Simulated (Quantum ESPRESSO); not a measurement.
## BAs in Quantum ESPRESSO: the effect of functional

The system is BAs.

```
As B
1.0
     0.00000    2.38850    2.38850
     2.38850    0.00000    2.38850
     2.38850    2.38850    0.00000
As B
1 1
Direct
  0.75000 0.75000 0.75000
  0.00000 0.00000 0.00000
```

Alike in all runs:

```yaml
Program: Quantum ESPRESSO 7.5
Task: dielectric tensor
Cutoff: 612 eV
Density_cutoff: 4898 eV
k_mesh: 8 × 8 × 8, shifted
Occupations: fermi-dirac, width 0.05 eV
Spin: no spin polarisation
```

```tsv
functional	potentials or basis	pressure (GPa)	dielectric constant (mean)
LDA	GBRV 1.5 LDA	?	?
PBEsol	GBRV 1.5 PBEsol	0.3	9.86
WC	GBRV 1.5 PBE	0.5	9.87
BLYP	GBRV 1.5 PBE	9.2	9.47
AM05	GBRV 1.5 PBE	0.0	9.84
```

**Question.** What does the run with functional LDA give?

**Answer.** Pressure -2.6 GPa; dielectric constant 9.74 mean.

Caveats: the potentials were made for another functional, which shifts forces and pressure (some runs); the cell is more than 3 GPa from zero pressure, which shifts response properties (some runs).

Runs at the PBE level aren't shown here.
